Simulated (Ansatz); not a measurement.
Runs of Ansatz 0.2.0 on FeNi3 (Awaruite). It takes space group Pm-3m (No. 221, cubic). Conventional cell: a = 3.545 Å, b = 3.545 Å, c = 3.545 Å, α = 90.00°, β = 90.00°, γ = 90.00°. Ni (site symmetry 4/mmm) has 8 Ni at 2.51 Å and 4 Fe at 2.51 Å as nearest neighbours. Fe (site symmetry m-3m) has 12 Ni at 2.51 Å as nearest neighbours. 

```tsv
cell	target pressure (GPa)	gap on the mesh (eV)	pressure (GPa)	moment (μB)
relaxed to 5 GPa	5	none	5.0	4.66
relaxed to 2 GPa	2	none	2.0	(a)
relaxed to 10 GPa	10	none	10.0	4.61
relaxed to 30 GPa	30	none	30.0	(b)
relaxed to 20 GPa	20	none	20.0	4.53
relaxed	0	none	0.0	4.73
```

Alike in all rows: task relaxation of cell and atoms; level PBEsol; potentials or basis Ansatz PAW; spin collinear, ferromagnetic start; k mesh 8 × 8 × 8; cutoff (eV) 420; smearing fermi-dirac 0.05 eV.

**Question.** Fill in the values left out.

**Answer.** (a) 4.70; (b) 4.48.

Caveats: the plane-wave basis is chosen anew once the cell has moved, so the energies of steps on either side of that aren't comparable; the PAW data sets come from PBE, with cores solved anew for the run's functional, which leaves a small shift of forces and pressure.

A gap of «none» marks a metal or a gap under the smearing width.
